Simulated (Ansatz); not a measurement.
Bulk crystal (ZrN) after relaxation:

```
CELL_PARAMETERS angstrom
0.00000 2.29733 2.29733
2.29733 0.00000 2.29733
2.29733 2.29733 0.00000
ATOMIC_POSITIONS crystal
Zr 0.00000 0.00000 0.00000
N 0.50000 0.50000 0.50000
```

Miller indices refer to the conventional cell of Fm-3m (No. 225), a = 4.595 Å, b = 4.595 Å, c = 4.595 Å, α = 90.00°, β = 90.00°, γ = 90.00°.

The (111) slab of 11 planes, 13.3 Å thick with 15 Å of vacuum as cut; outer planes N (top) and N (bottom).

All numbers below come from Ansatz 0.2.0, DFT PBE, scalar-relativistic, plane waves, PAW. Settings: cutoff 420 eV, Γ-centred mesh 12×12×1 on the computed 11-atom cell, Gaussian smearing of 0.10 eV; no spin polarisation. The cell repeats along c with a dipole correction in the vacuum.

The slab isn't stoichiometric (Zr5N6), so its surface energy depends on the chemical potentials; it is given with the excess atoms taken from the element's standard state, a limit at which the compound may itself be unstable, so the figure can be too low. The work function read from the bulk's Fermi level differs by 0.21 eV, so the slab's middle doesn't match the bulk reference (too thin, or relaxed to another structure or magnetic state).

Results for the relaxed slab:

```json
{
  "Surface energy with the excess atoms taken from the elements": "0.72 J/m²",
  "Work function": "5.96 eV"
}
```

Relaxation lowers the energy by 3.265 J/m² a face; the largest move is 0.316 Å.

```
plane (bottom to top) atoms spacing to next, bulk (Å) relaxed (Å) change (%)
                    1      N                      1.326        0.771       -41.9
                    2     Zr                      1.326        1.675       +26.3
                    3      N                      1.326        1.207        -9.0
                    4     Zr                      1.326        1.297        -2.2
                    5      N                      1.326        1.366        +3.0
                    6     Zr                      1.326        1.366        +3.0
                    7      N                      1.326        1.297        -2.2
                    8     Zr                      1.326        1.207        -9.0
                    9      N                      1.326        1.675       +26.3
                   10     Zr                      1.326        0.771       -41.9
                   11      N
```

Spin polarisation was left out, and a magnetic state may lie lower.